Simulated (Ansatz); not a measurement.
KMgF3: energy along a strain

KMgF3, Pm-3m, a = 3.986 Å (as given, not relaxed at this level: 3.8 GPa). The structure is a COD entry; whether it is the stable form wasn't checked. Ansatz: PBE, PAW, 420 eV, Γ-centred 6×6×6 mesh on 5 atoms, Gaussian smearing 0.05 eV; no spin polarisation. Cell vectors (Å): 3.986 0.000 0.000; 0.000 3.986 0.000; 0.000 0.000 3.986. The cell is strained by x per cent times the pattern (0 0 0 0 0 1) in the order xx yy zz yz xz xy (engineering shears), with fractional coordinates held. y is the free energy over the start, V0 = 12.665 Å³/atom. Symmetry makes y even in x.

```
x (%) y (meV/atom)
-2.00             ?
-1.00          0.21
 0.00          0.00
 0.25          0.02
 0.50          0.05
 0.75          0.12
 1.25          0.32
 1.50          0.45
 1.75          0.61
```

Fit y = c2 x² + c4 x⁴ to the other rows, get the stiffness along the pattern, and predict the missing energy.

Least squares on the rows shown. y = 0.2115 x² − 0.004249 x⁴. The clamped-ion stiffness p·C·p = 2 × 2.115 eV × 160.2 / 12.665 Å³ = 54 GPa, which is C66 in these axes (C44 of the cubic crystal) (second derivative at the start, which stands under stress). With a term in x⁶ added, the coefficient of x² becomes 0.2212, 5 % more, which shows how far this figure hangs on the form. At x = -2.00 the fit asked for gives 0.78 meV/atom. The run gave 0.80 meV/atom, so the fit is 0.02 meV/atom too low, a small miss on the scale of the series.